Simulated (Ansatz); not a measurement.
# Pt: pressure against volume

How stiff is Pt, and at what volume does the pressure vanish? The cell is scaled evenly, atoms carried along, and solved with LAPW, PAW and all-electron datasets made for the crystal.

The COD entry's cell or inner coordinates are ideal or old and differ from later refinements, so a difference from it is no clean test against experiment.

Program: Ansatz 0.2.0. Level of theory: DFT PBE, scalar-relativistic. These are calculated values, not measurements.

**1. The system as given**

The structure is cubic, space group Fm-3m (No. 225). Conventional cell: a = 3.916 Å, b = 3.916 Å, c = 3.916 Å, α = 90.00°, β = 90.00°, γ = 90.00°. Pt (site symmetry m-3m) has 12 Pt at 2.77 Å as nearest neighbours.

Coordinates:

```
Pt
1.0
     0.00000    1.95790    1.95790
     1.95790    0.00000    1.95790
     1.95790    1.95790    0.00000
Pt
1
Direct
  0.00000 0.00000 0.00000
```

The cell comes from a crystallographic database entry that wasn't checked; take it as a given geometry, which may be far from equilibrium.

**2. Volume × 0.9405, LAPW**

input.yaml

```yaml
crystal:
  lattice:
    - [0.0, 1.9182716408, 1.9182716408]
    - [1.9182716408, 0.0, 1.9182716408]
    - [1.9182716408, 1.9182716408, 0.0]
  atoms:
    - { symbol: Pt, position: [0.0, 0.0, 0.0] }
kpoints:
  mp_grid: { grid: [18, 18, 18] }
scf:
  occupations: { method: fermi_dirac, width: 0.03 }
hamiltonian:
  xc: pbe
  pseudopotentials: { kind: all_electron, lapw: { basis_error: 0.00025 } }
output:
  forces: true
  stress: true
  eigenvalues: true
```

On the command line:

```sh
> ansatz run input.yaml --threads 1 --pin off --max-ram 2048MiB --backend cpu --events-out ev --progress --plain --runs-dir out
```

**3. Volume × 0.9405, PAW**

input.yaml: that of step 2 with these lines changed.

```diff
@@ -13,3 +13,3 @@
   xc: pbe
-  pseudopotentials: { kind: all_electron, lapw: { basis_error: 0.00025 } }
+  pseudopotentials: { kind: paw }
 output:
@@ -18 +18,2 @@
   eigenvalues: true
+  efg: { contact_densities: true }
```

**4. Volume × 0.9405, crystal datasets**

input.yaml: that of step 3 with these lines changed.

```diff
@@ -13,3 +13,3 @@
   xc: pbe
-  pseudopotentials: { kind: paw }
+  pseudopotentials: { kind: all_electron, datasets: crystal }
 output:
```

**5. Volume × 0.98, LAPW**

input.yaml

```yaml
crystal:
  lattice:
    - [0.0, 1.9447593356, 1.9447593356]
    - [1.9447593356, 0.0, 1.9447593356]
    - [1.9447593356, 1.9447593356, 0.0]
  atoms:
    - { symbol: Pt, position: [0.0, 0.0, 0.0] }
kpoints:
  mp_grid: { grid: [18, 18, 18] }
scf:
  occupations: { method: fermi_dirac, width: 0.03 }
hamiltonian:
  xc: pbe
  pseudopotentials: { kind: all_electron, lapw: { basis_error: 0.00025 } }
output:
  forces: true
  stress: true
  eigenvalues: true
```

**6. Volume × 0.98, PAW**

input.yaml: that of step 5 with these lines changed.

```diff
@@ -13,3 +13,3 @@
   xc: pbe
-  pseudopotentials: { kind: all_electron, lapw: { basis_error: 0.00025 } }
+  pseudopotentials: { kind: paw }
 output:
@@ -18 +18,2 @@
   eigenvalues: true
+  efg: { contact_densities: true }
```

**7. Volume × 1.02, LAPW**

input.yaml

```yaml
crystal:
  lattice:
    - [0.0, 1.970866603, 1.970866603]
    - [1.970866603, 0.0, 1.970866603]
    - [1.970866603, 1.970866603, 0.0]
  atoms:
    - { symbol: Pt, position: [0.0, 0.0, 0.0] }
kpoints:
  mp_grid: { grid: [18, 18, 18] }
scf:
  occupations: { method: fermi_dirac, width: 0.03 }
hamiltonian:
  xc: pbe
  pseudopotentials: { kind: all_electron, lapw: { basis_error: 0.00025 } }
output:
  forces: true
  stress: true
  eigenvalues: true
```

**8. Volume × 1.02, PAW**

input.yaml: that of step 7 with these lines changed.

```diff
@@ -13,3 +13,3 @@
   xc: pbe
-  pseudopotentials: { kind: all_electron, lapw: { basis_error: 0.00025 } }
+  pseudopotentials: { kind: paw }
 output:
@@ -18 +18,2 @@
   eigenvalues: true
+  efg: { contact_densities: true }
```

**9. Volume × 1.06, LAPW**

input.yaml

```yaml
crystal:
  lattice:
    - [0.0, 1.996299945, 1.996299945]
    - [1.996299945, 0.0, 1.996299945]
    - [1.996299945, 1.996299945, 0.0]
  atoms:
    - { symbol: Pt, position: [0.0, 0.0, 0.0] }
kpoints:
  mp_grid: { grid: [18, 18, 18] }
scf:
  occupations: { method: fermi_dirac, width: 0.03 }
hamiltonian:
  xc: pbe
  pseudopotentials: { kind: all_electron, lapw: { basis_error: 0.00025 } }
output:
  forces: true
  stress: true
  eigenvalues: true
```

**10. Volume × 1.06, PAW**

input.yaml: that of step 9 with these lines changed.

```diff
@@ -13,3 +13,3 @@
   xc: pbe
-  pseudopotentials: { kind: all_electron, lapw: { basis_error: 0.00025 } }
+  pseudopotentials: { kind: paw }
 output:
@@ -18 +18,2 @@
   eigenvalues: true
+  efg: { contact_densities: true }
```

**11. Volume × 1.06, crystal datasets**

input.yaml: that of step 10 with these lines changed.

```diff
@@ -13,3 +13,3 @@
   xc: pbe
-  pseudopotentials: { kind: paw }
+  pseudopotentials: { kind: all_electron, datasets: crystal }
 output:
```

(Steps that only read results are left out.)

Q: Predict the outcome of this session. Wanted: equilibrium volume; bulk modulus (for each run or level that gives them).

As calculated:

```
                      quantity           value
     equilibrium volume (LAPW)  15.639 Å³/atom
           bulk modulus (LAPW)         248 GPa
its pressure derivative (LAPW)             5.4
      equilibrium volume (PAW)  15.642 Å³/atom
            bulk modulus (PAW)         248 GPa
 its pressure derivative (PAW)             5.4
```

**Reading.** By LAPW, the pressure vanishes at 15.64 Å³/atom (+4.2 % from the starting cell) and the bulk modulus there is 248 GPa (Birch-Murnaghan, third order). PAW's volume lies +0.02 % and its modulus less than 0.1 % from LAPW's. No thermal or zero-point expansion is included. Spin-orbit coupling is left out, though the cell holds Pt; in elements this heavy it can shift bands and gaps by tenths of an eV.
